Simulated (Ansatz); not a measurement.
**Ag(100) / 1 layer Pd(100) / Ag(100): resistance against film thickness**

Aim: what a thin film of another metal adds to the resistance, first Ag(100) / 1 layer Pd(100) / Ag(100).

Program: Ansatz 0.2.0. Level of theory: Ansatz plane-wave DFT, PBE, PAW files; ballistic transport by layer matching (Landauer), zero bias; PAW set soft_1. Results are calculated unless marked as measured.

### Step 1. The structure

The cell holds 10 atoms: 9 Ag and 1 Pd. Its edges and angles: a = 2.889 Å, b = 2.889 Å, c = 20.150 Å, α = 90.0°, β = 90.0°, γ = 90.0°. It derives from Ag and Pd. Regions: lead, 9 atoms (9 Ag); films, 1 atom (1 Pd). The structure is stacked along c, and the current runs across the ab planes.

### Step 2. With 1 layer

The film is laid into the lead at the lead's in-plane lattice, and the cell closes on the lead's own image. The mesh across the current, 26×26, is finer than the density's, because channels open and close sharply across the zone. Energies from -1 to 1 eV in steps of 0.036 eV cover the slope of the Fermi function at 300 K, so the program can form a conductance.

File input.yaml:

```yaml
crystal:
  lattice:
    - [2.8893797293, 0.0, 0.0]
    - [0.0, 2.8893797293, 0.0]
    - [0.0, 0.0, 20.1503328595]
  atoms:
    - { symbol: Ag, position: [0.0, 0.0, 0.050696433] }
    - { symbol: Ag, position: [0.5, 0.5, 0.152089299] }
    - { symbol: Ag, position: [0.0, 0.0, 0.2534821651] }
    - { symbol: Ag, position: [0.5, 0.5, 0.3548750311] }
    - { symbol: Pd, position: [0.0, 0.0, 0.449303567] }
    - { symbol: Ag, position: [0.5, 0.5, 0.5437321029] }
    - { symbol: Ag, position: [0.0, 0.0, 0.6451249689] }
    - { symbol: Ag, position: [0.5, 0.5, 0.7465178349] }
    - { symbol: Ag, position: [0.0, 0.0, 0.847910701] }
    - { symbol: Ag, position: [0.5, 0.5, 0.949303567] }
kpoints:
  mp_grid: { grid: [13, 13, 2] }
hamiltonian:
  xc: pbe
  pseudopotentials: { kind: paw, azcp: { folder: soft_1 } }
scf:
  occupations: { method: fermi_dirac, width: 0.1 }
output:
  transmission: { leads: [[0, 1]], kmesh: [26, 26], e_range: [-1.0, 1.0], de: 0.036 }
  write_potential: true
  write_density: true
  volumetric_format: npy
  elf: true
```

Command:

```bash
$ ansatz run input.yaml --threads 4 --pin off --max-ram 8192MiB --backend cpu --events-out ev --progress --plain --runs-dir out
```

Numbers of over 12 decimals in the logs are rounded to 6 here.

Output:

```text
Engine: ansatz 0.2.0, aarch64-unknown-linux-gnu
Pseudopotentials: kind: paw
Pseudopotential: Ag, paw, valence charge 19, recommended cutoff 420 eV (normal), soft_1/Ag.paw.azcp
Pseudopotential: Pd, paw, valence charge 18, recommended cutoff 420 eV (normal), soft_1/Pd.paw.azcp
Functional definition: PBE
  parameter kappa = 0.804
  parameter beta = 0.066725
  exchange = pbe_x(kappa = kappa, mu = beta*pi^2/3)
  correlation = pbe_c(beta = beta)
Crystal: 10 atoms, lattice volume = 168.225 Å³
Basis set: ecut = 420 eV, 3263 PW (Γ)
Bands: 114, of which v1, the nominal top of the filled ones, is band 95 counted from 1 (94 counted from 0)
Symmetry: 16 space group operations
Space group: P4/mmm (ITA 123), of the structure as read, at distance tolerance 5.5e-5 Å
k-points: 56 of 338
Non-local potential: Ag, projectors of the file, l = 0: 3, l = 1: 2, l = 2: 2, l = 3: 1
Non-local potential: Pd, projectors of the file, l = 0: 2, l = 1: 2, l = 2: 2, l = 3: 1
PAW form: soft (Blöchl's): semilocal exchange-correlation on the pseudo side does not see the compensation charge
PAW one-centre angular grid: Ag, 590 points (default); XC on 64 Gauss nodes
PAW one-centre angular grid: Pd, 590 points (default); XC on 64 Gauss nodes
Initial density: superposition of atomic densities (chi_scale 0.1, normalization cell, long waves of neutral atoms (reshape's long-wave potential 3.07 eV rms, cloud 2.84 Å wide))
Initial wavefunctions: pseudopotential atomic-orbital guess
Functional: x = pbe(κ = 0.804, μ = 0.219515), c = pbe(β = 0.066725)
SCF iter   1: F=—  HF=-75300.044599 eV  |F-HF|=—  |Δ(HF+E_count)|=         —  Δρ=2.14e-1  dr2=4.16e2  ethr=3.10e-3  ⟨swp⟩=4.8  Hψ=19432  notcnv=0  defer=217
preconditioner: auto → Kerker (q_TF=auto, 2.782 Å⁻¹)  [metal: Δε(μ)=0.002 eV  Ē_g=10.679 eV  σ=0.100 eV  W_gap=0.01  n_scr=60 (ndim 8)  ℏωp=29.9 eV  f_vac=0.000  D(μ)=4.72/eV (n_scr^D=26)]
SCF iter   2: F=—  HF=-75290.813201 eV  |F-HF|=—  |Δ(HF+E_count)|=    9.23e0  Δρ=9.63e-2  dr2=9.95e1  ethr=3.10e-3  ⟨swp⟩=2.1  Hψ=12840  notcnv=0  defer=437
SCF iter   3: F=—  HF=-75288.646109 eV  |F-HF|=—  |Δ(HF+E_count)|=    2.17e0  Δρ=1.77e-2  dr2=8.14e-1  ethr=3.10e-3  ⟨swp⟩=2.1  Hψ=8325  notcnv=0  defer=483
SCF iter   4: F=—  HF=-75288.568191 eV  |F-HF|=—  |Δ(HF+E_count)|=   7.79e-2  Δρ=8.88e-3  dr2=7.85e-1  ethr=4.31e-4  ⟨swp⟩=2.0  Hψ=12755  notcnv=0  defer=509
SCF iter   5: F=—  HF=-75288.543957 eV  |F-HF|=—  |Δ(HF+E_count)|=   2.42e-2  Δρ=3.53e-3  dr2=2.06e-1  ethr=4.16e-4  ⟨swp⟩=1.0  Hψ=5870  notcnv=0  defer=509
SCF iter   6: F=—  HF=-75288.535999 eV  |F-HF|=—  |Δ(HF+E_count)|=   7.96e-3  Δρ=1.24e-3  dr2=3.43e-2  ethr=1.09e-4  ⟨swp⟩=1.1  Hψ=6776  notcnv=0  defer=507
SCF iter   7: F=—  HF=-75288.534447 eV  |F-HF|=—  |Δ(HF+E_count)|=   1.55e-3  Δρ=4.79e-4  dr2=1.26e-3  ethr=1.81e-5  ⟨swp⟩=1.0  Hψ=6444  notcnv=0  defer=508
SCF iter   8: F=—  HF=-75288.534386 eV  |F-HF|=—  |Δ(HF+E_count)|=   6.19e-5  Δρ=1.63e-4  dr2=5.72e-4  ethr=6.69e-7  ⟨swp⟩=2.0  Hψ=10594  notcnv=0  defer=508
SCF iter   9: F=—  HF=-75288.534365 eV  |F-HF|=—  |Δ(HF+E_count)|=   2.11e-5  Δρ=7.53e-5  dr2=1.06e-4  ethr=3.03e-7  ⟨swp⟩=1.0  Hψ=5870  notcnv=0  defer=508
SCF iter  10: F=—  HF=-75288.534345 eV  |F-HF|=—  |Δ(HF+E_count)|=   1.92e-5  Δρ=3.31e-5  dr2=2.15e-5  ethr=5.63e-8  ⟨swp⟩=1.0  Hψ=5870  notcnv=0  defer=508
SCF iter  11: F=—  HF=-75288.534349 eV  |F-HF|=—  |Δ(HF+E_count)|=   3.67e-6  Δρ=1.09e-5  dr2=1.49e-6  ethr=1.14e-8  ⟨swp⟩=1.0  Hψ=5878  notcnv=0  defer=508
SCF iter  12: F=—  HF=-75288.534349 eV  |F-HF|=—  |Δ(HF+E_count)|=   8.31e-8  Δρ=4.44e-6  dr2=5.84e-7  ethr=7.90e-10  ⟨swp⟩=1.1  Hψ=5876  notcnv=0  defer=508
SCF iter  13: F=-75288.534349 eV  HF=-75288.534349 eV  |F-HF|=5.48e-8  |Δ(HF+E_count)|=   2.31e-8  Δρ=1.60e-6  dr2=5.78e-8  ethr=5.29e-11  ⟨swp⟩=8.2  Hψ=22648  notcnv=0
SCF 1 converged in 13 iterations: F = -75288.534349 eV  dr2 = 5.78e-8
  greatest PAW one-centre occupation: 1.001 electrons in one spin orbital (limit 2), on the Ag atom at site 5 (counted from 0), in its partial waves of l = 0
transmission: 289 of 2835 steps passed
transmission: 567 of 2835 steps passed
[...]
transmission: 2835 of 2835 steps passed
SCF converged after 13 iterations
Free energy (F): -75288.534349 eV
Harris-Foulkes:  -75288.534349 eV  (|F-HF|=5.48e-8)
Internal energy: -75288.444872 eV  (E = F + TS)
E sigma→0 (E₀):  -75288.489610 eV
Entropy (-TS):   -0.089477 eV (-8.948 meV/atom)
Fermi energy:    17.452966 eV
--- Per-component energies (eV) ---
  E_band       = -2266.406325
  E_kinetic    = 4661.125766
  E_local      = -20658.498692  (includes V_loc(G=0)·N_el)
  E_nonlocal   = 656.381933
  E_hartree    = 9995.669143
  E_xc         = -1571.773449
  E_vxc        = -1989.520269  (∫ρ·V_xc dr)
  E_paw        = -39409.221460  (= ΣΔE_a)
  E_vpaw       = -4927.233577  (= ΣTr[D̂ρ^β])
  E_aug_tail   = 0.003545  (compensation charges beyond the density's cutoff)
  E_ewald      = -28962.131659
  E_smearing   = -0.089477  (= −TS)
  E_closure    = -0.000000  (closes the sum)
  Σ components = -75288.534349   (vs F -75288.534349, Δ=0.00e0)
--- Band table (eV; the first three rows and the last of 56) ---
  k-point 0: bands = [... 91 lower, 14.5530, 14.6726, 15.6130, 16.4782, 16.4782, 16.8472, 17.3990, 17.4223, ... 15 higher]
  k-point 1: bands = [... 91 lower, 14.5818, 15.1814, 15.9411, 16.2677, 16.4782, 16.4782, 16.8472, 18.4853, ... 15 higher]
  k-point 2: bands = [... 91 lower, 14.7525, 14.9940, 15.7185, 16.2455, 16.4940, 16.8020, 17.6923, 17.7913, ... 15 higher]
  k-point 55: bands = [... 91 lower, 19.1023, 19.4659, 19.6877, 20.7078, 20.7362, 21.3640, 21.3806, 22.8236, ... 15 higher]
--- Transmission ---
  basis      : 69 plane waves across, 27 finite elements along
  points     : 105, standing for a mesh of 26 x 26
  filling    : by the input's occupations and mesh, since the crystals that have channels conduct as metals do. If one of these is a semiconductor, that mesh has misplaced its level
  energies   : 56 from -1.000000 to 0.980000 eV about the Fermi level, 0.036000 eV apart; the leads are filled to 0.000000 eV, and channels, transmission and decay are at 0.008000 eV
  crystal 0  : Ag1, at the sites [0, 1], period 2.0431 Å, over 18.39 Å; its Hamiltonian steps by up to 2.9 meV
    offset         : up to 0.0000 Å between an atom of the period and one for which it stands
    filled         : 48.8 meV over the level at which it is neutral
    channels       : 9.245562e-1 a spin
    conductance    : 8.5776e14 S/m² at 300 K; may be off by some 0.0 % by where its bands' edges are placed, 4.6 % from the k-mesh, 0.8 % from the distance to neutral
    slowest decay  : 0.0488 /Å at (0.5000, 0.2308)
  junction   : crystal 0 to crystal 0, -0.70 to 17.41 Å
    transmission   : 7.621566e-1 a spin
    conductance    : 7.0516e14 S/m² at 300 K (6.8984e14 on every other point, 7.0541e14 on every other energy)
    error estimate : 0.0 % from the energy spacing and 0.0 % from band edges of the leads and from resonances (wavevectors taken as independent; lower de), 2.6 % from the k-mesh, 0.2 % from the steps of its leads' Hamiltonians or their offsets (lay more layers), 1.7 % from the distance to neutral
    resistance     : 2.5232e-4 Ω µm² beyond half of each lead's own
```

Elapsed: 2.3 min, on 4 threads of Arm Neoverse V1, shared host; peak memory 1.1 GiB.

Reading the cycles: dr2 is the Hartree energy of the density residual (eV), the measure of convergence; HF is the Harris–Foulkes estimate of the energy, which meets the free energy F at convergence.

Numbers from this step:

| Item | Value |
| --- | --- |
| free energy | -75288.5343 eV |
| energy at zero smearing | -75288.4896 eV |
| Fermi energy | 17.45 eV |
| cell area | 8.349 Å² |
| step of the lead's potential | 2.9 meV |
| ballistic conductance of the lead | 8.58e14 S/m² |
| estimated errors of the lead's conductance | 0, 4.6, 0.8 % (band edges, k-mesh, distance from neutral) |
| lead conductance per cell | 0.9242 G₀ |
| conductance of the junction | 7.05e14 S/m² |
| junction conductance per cell | 0.7598 G₀ |
| estimated errors of the junction's conductance | 0, 0, 2.6, 0.2, 1.7 % (energy step, band edges, k-mesh, leads' steps, distance from neutral) |
| area resistance that the stack adds (contact term taken off, spin by spin) | 0.2523 fΩ m² |

Per spin. Table of transmission, zone mean by energy, zero at the Fermi level:

| energy (eV) | transmission, zone mean |
| --- | --- |
| -1.000 | 0.466 |
| -0.964 | 0.469 |
| -0.892 | 0.474 |
| -0.856 | 0.503 |
| -0.784 | 0.551 |
| -0.748 | 0.566 |
| -0.676 | 0.605 |
| -0.640 | 0.622 |
| -0.568 | 0.644 |
| -0.532 | 0.648 |
| -0.460 | 0.658 |
| -0.424 | 0.670 |
| -0.352 | 0.684 |
| -0.316 | 0.692 |
| -0.244 | 0.710 |
| -0.208 | 0.718 |
| -0.136 | 0.731 |
| -0.100 | 0.733 |
| -0.028 | 0.752 |
| 0.008 | 0.762 |
| 0.080 | 0.782 |
| 0.116 | 0.791 |
| 0.188 | 0.802 |
| 0.224 | 0.804 |
| 0.296 | 0.810 |
| 0.332 | 0.815 |
| 0.404 | 0.820 |
| 0.440 | 0.825 |
| 0.512 | 0.834 |
| 0.548 | 0.838 |
| 0.620 | 0.842 |
| 0.656 | 0.842 |
| 0.728 | 0.846 |
| 0.764 | 0.848 |
| 0.836 | 0.855 |
| 0.872 | 0.857 |
| 0.944 | 0.861 |
| 0.980 | 0.861 |

Per spin. Table of open channels, zone mean, lead by energy, zero at the Fermi level:

| energy (eV) | open channels, zone mean, lead |
| --- | --- |
| -1.000 | 0.800 |
| -0.928 | 0.812 |
| -0.856 | 0.818 |
| -0.784 | 0.818 |
| -0.712 | 0.842 |
| -0.676 | 0.842 |
| -0.604 | 0.859 |
| -0.532 | 0.883 |
| -0.460 | 0.889 |
| -0.388 | 0.877 |
| -0.316 | 0.901 |
| -0.244 | 0.913 |
| -0.172 | 0.925 |
| -0.100 | 0.913 |
| -0.028 | 0.913 |
| 0.008 | 0.925 |
| 0.080 | 0.936 |
| 0.152 | 0.954 |
| 0.224 | 0.960 |
| 0.296 | 0.936 |
| 0.368 | 0.960 |
| 0.440 | 0.936 |
| 0.512 | 0.960 |
| 0.584 | 0.960 |
| 0.656 | 0.960 |
| 0.692 | 0.948 |
| 0.764 | 0.972 |
| 0.836 | 0.960 |
| 0.908 | 0.972 |
| 0.980 | 0.990 |

Transmission over k1 and k2. At 0.0080 eV from the Fermi level.

Ten even steps from '0' (0.00) to '9' (1.00):
```
00000111100037300011110000
00046666568999998656666400
00489999999999999999999840
00699999999999999999999960
01699999999999999999999961
01699999999999999999999961
01699999999999999999999961
11599999999999999999999951
30699999999999999999999960
40899999999999999999999980
00999999999999999999999990
03999999999999999999999993
07999999999999999999999997
03999999999999999999999993
00999999999999999999999990
40899999999999999999999980
30699999999999999999999960
11599999999999999999999951
01699999999999999999999961
01699999999999999999999961
01699999999999999999999961
00699999999999999999999960
00489999999999999999999840
00046666568999998656666400
00000111100037300011110000
00000000134000004310000000
```
Columns: k1 (b1) from -0.5 to 0.462; rows upwards: k2 (b2) from -0.5 to 0.462.

Open channels over k1 and k2. At 0.0080 eV from the Fermi level.

Ten even steps from '_' (0.00) to '@' (2.00):
```
________++++++++++++++++++++++++++++++++++++++______
______++++++++++++++++++++++++++++++++++++++++++____
____++++++++++++++++++++++++++++++++++++++++++++++__
__++++++++++++++++++++++++++++++++++++++++++++++++++
__++++++++++++++++++++++++++++++++++++++++++++++++++
__++++++++++++++++++++++++++++++++++++++++++++++++++
__++++++++++++++++++++++++++++++++++++++++++++++++++
@@++++++++++++++++++++++++++++++++++++++++++++++++++
@@++++++++++++++++++++++++++++++++++++++++++++++++++
@@++++++++++++++++++++++++++++++++++++++++++++++++++
__++++++++++++++++++++++++++++++++++++++++++++++++++
__++++++++++++++++++++++++++++++++++++++++++++++++++
__++++++++++++++++++++++++++++++++++++++++++++++++++
__++++++++++++++++++++++++++++++++++++++++++++++++++
__++++++++++++++++++++++++++++++++++++++++++++++++++
@@++++++++++++++++++++++++++++++++++++++++++++++++++
@@++++++++++++++++++++++++++++++++++++++++++++++++++
@@++++++++++++++++++++++++++++++++++++++++++++++++++
__++++++++++++++++++++++++++++++++++++++++++++++++++
__++++++++++++++++++++++++++++++++++++++++++++++++++
__++++++++++++++++++++++++++++++++++++++++++++++++++
__++++++++++++++++++++++++++++++++++++++++++++++++++
____++++++++++++++++++++++++++++++++++++++++++++++__
______++++++++++++++++++++++++++++++++++++++++++____
________++++++++++++++++++++++++++++++++++++++______
________________@@@@@@__________@@@@@@______________
```
Columns: k1 (b1) from -0.5 to 0.462; rows upwards: k2 (b2) from -0.5 to 0.462.

Electrostatic potential energy in the ca plane at fractional y = 0.000, with atoms of Ag and Pd within 0.2 Å of it. With pseudopotentials it is smooth inside the atoms' cores, unlike the true potential.

Ten even steps from '0' (-23 eV) to '9' (21 eV), each cell a mean:
```
62452599999734534899997100049999962452599999
84324799999853236999998511379999984334799999
98768999999987679999999877899999998768999999
99999999999999999999999999999999999999999999
99889999999998889999999988999999999889999999
86446899999974458999999743589999986446899999
73333699999843325899998200069999973333699999
53673499999735843899996000038999953673489999
```
Columns run along c (16.0 Å, from fractional 0.01 to 0.80 of the cell; values clipped at the 3rd and 97th percentile), rows up along a (2.9 Å). Atoms in or near the plane, at fractional coordinates: Ag at (0.05, 0.00), Ag at (0.25, 0.00), Pd at (0.45, 0.00), Ag at (0.65, 0.00).

ELF in the ca plane at fractional y = 0.000, with atoms of Ag and Pd within 0.2 Å of it. It is the smooth field of the valence electrons, not physical close to the nuclei.

Ten even steps from '0' (0.15) to '9' (0.80), each cell a mean:
```
24775200000146853000002421330000014775200000
02443100000024431000001344310000002443100000
00110000000001110000000112100000000111000000
00000000000000000000000000000000000000000000
00000000000000000000000001000000000000000000
01332000000012320000000233210000001332000000
14564100000035652000001433420000014564100000
25895200000147963000002411341000025895300000
```
Columns run along c (16.0 Å, from fractional 0.01 to 0.80 of the cell), rows up along a (2.9 Å). Atoms in or near the plane, at fractional coordinates: Ag at (0.05, 0.00), Ag at (0.25, 0.00), Pd at (0.45, 0.00), Ag at (0.65, 0.00).

Valence density in the ca plane at fractional y = 0.000, with atoms of Ag and Pd within 0.2 Å of it. It is the smooth field of the valence electrons, not physical close to the nuclei.

Ten steps, logarithmic in the rise over the least value, from '0' (0 e/Å³) to '9' (20 e/Å³), each cell a mean:
```
37997310000268984100002688741000036997410000
24665200000136653100001466521000014665200000
01332100000012321000001123210000001332100000
00110000000001100000000011100000000110000000
01111000000011110000000112100000001111000000
13453100000124542000001345320000013453100000
26886310000257874100002578631000026886310000
37998410000269985100003799841000037998410000
```
Columns run along c (16.0 Å, from fractional 0.01 to 0.80 of the cell), rows up along a (2.9 Å). Atoms in or near the plane, at fractional coordinates: Ag at (0.05, 0.00), Ag at (0.25, 0.00), Pd at (0.45, 0.00), Ag at (0.65, 0.00).

The lead's potential steps by 2.9 meV from period to period, small in itself. The program estimates the junction's conductance to 2.6 % from the k-mesh, 1.7 % from the leads' distance from neutral and 0.2 % from their steps.

By hand: 1/G − 1/G_lead = 1/0.7052 − 1/0.8578 = 0.252 fΩ m² with G in 10¹⁵ S/m².

### Step 3. With 3 layers, film layers 3

The stack now holds 3 film layers; the k-mesh follows the cell, and the energies span -0.27 to 0.27 eV.

System of this step: Ag(100) / 3 layers Pd(100) / Ag(100). The cell holds 12 atoms: 9 Ag and 3 Pd. Cell: a = 2.889 Å, b = 2.889 Å, c = 23.675 Å, α = 90.0°, β = 90.0°, γ = 90.0°. It derives from Ag and Pd. Regions: lead, 9 atoms (9 Ag); films, 3 atoms (3 Pd). The structure is stacked along c, and the current runs across the ab planes.

File input.yaml:

```yaml
crystal:
  lattice:
    - [2.8893797293, 0.0, 0.0]
    - [0.0, 2.8893797293, 0.0]
    - [0.0, 0.0, 23.6751985785]
  atoms:
    - { symbol: Ag, position: [0.0, 0.0, 0.0431485293] }
    - { symbol: Ag, position: [0.5, 0.5, 0.129445588] }
    - { symbol: Ag, position: [0.0, 0.0, 0.2157426466] }
    - { symbol: Ag, position: [0.5, 0.5, 0.3020397052] }
    - { symbol: Pd, position: [0.0, 0.0, 0.3824093133] }
    - { symbol: Pd, position: [0.5, 0.5, 0.4568514707] }
    - { symbol: Pd, position: [0.0, 0.0, 0.5312936281] }
    - { symbol: Ag, position: [0.5, 0.5, 0.6116632361] }
    - { symbol: Ag, position: [0.0, 0.0, 0.6979602948] }
    - { symbol: Ag, position: [0.5, 0.5, 0.7842573534] }
    - { symbol: Ag, position: [0.0, 0.0, 0.870554412] }
    - { symbol: Ag, position: [0.5, 0.5, 0.9568514707] }
kpoints:
  mp_grid: { grid: [13, 13, 2] }
hamiltonian:
  xc: pbe
  pseudopotentials: { kind: paw, azcp: { folder: soft_1 } }
scf:
  occupations: { method: fermi_dirac, width: 0.1 }
output:
  transmission:
    leads: [[0, 1]]
    kmesh: [26, 26]
    e_range: [-0.27, 0.27]
    de: 0.036
  write_potential: true
  write_density: true
  volumetric_format: npy
```

Output:

```text
[...]
Crystal: 12 atoms, lattice volume = 197.653 Å³
Basis set: ecut = 420 eV, 3835 PW (Γ)
Bands: 135, of which v1, the nominal top of the filled ones, is band 113 counted from 1 (112 counted from 0)
Symmetry: 16 space group operations
[...]
k-points: 56 of 338
[...]
--- Transmission ---
  basis      : 69 plane waves across, 33 finite elements along
  points     : 105, standing for a mesh of 26 x 26
[...]
filled         : 38.7 meV over the level at which it is neutral
    channels       : 9.245562e-1 a spin
[...]
slowest decay  : 0.0488 /Å at (0.5000, 0.2308)
  junction   : crystal 0 to crystal 0, -0.70 to 20.93 Å
    transmission   : 6.452508e-1 a spin
[...]
resistance     : 6.1163e-4 Ω µm² beyond half of each lead's own
[key lines of the parts left out:]
SCF converged after 13 iterations
Free energy (F): -89234.301705 eV
Fermi energy:    17.764392 eV
```

Wall time 94 s (4 threads); peak memory 1.4 GiB.

Numbers from this step:

```
free energy                                                                : -89234.3017 eV
energy at zero smearing                                                    : -89234.1820 eV
Fermi energy                                                               : 17.76 eV
step of the lead's potential                                               : 3.6 meV
ballistic conductance of the lead                                          : 8.56e14 S/m²
estimated errors of the lead's conductance                                 : 0, 4.6, 0.6 % (band edges, k-mesh, distance from neutral)
lead conductance per cell                                                  : 0.9222 G₀
conductance of the junction                                                : 5.62e14 S/m²
junction conductance per cell                                              : 0.6053 G₀
estimated errors of the junction's conductance                             : 0.3, 0, 3.9, 1.6, 8.6 % (energy step, band edges, k-mesh, leads' steps, distance from neutral)
area resistance that the stack adds (contact term taken off, spin by spin) : 0.6116 fΩ m²
```

Per spin. The transmission, zone mean by energy, zero at the Fermi level:

| energy (eV) | transmission, zone mean |
| --- | --- |
| -0.270 | 0.457 |
| -0.234 | 0.444 |
| -0.198 | 0.445 |
| -0.162 | 0.438 |
| -0.126 | 0.425 |
| -0.090 | 0.484 |
| -0.054 | 0.526 |
| -0.018 | 0.579 |
| 0.018 | 0.645 |
| 0.054 | 0.668 |
| 0.090 | 0.678 |
| 0.126 | 0.685 |
| 0.162 | 0.690 |
| 0.198 | 0.693 |
| 0.234 | 0.696 |
| 0.270 | 0.698 |

The conductance of the junction is 5.6e14 S/m², 20 % under the 7.1e14 S/m² of the last finished run.

(Continued in part 2 of 2.)

[Logs are printed without paths, hosts, clocks, repeated set-up lines and the standing remarks that a program may print on its own settings, such as how far it seeks lower states.]

[Hosts, paths, dates, database ids (printed as entryN), source tags and the programs' standing remarks are cut or masked in the printed files.]
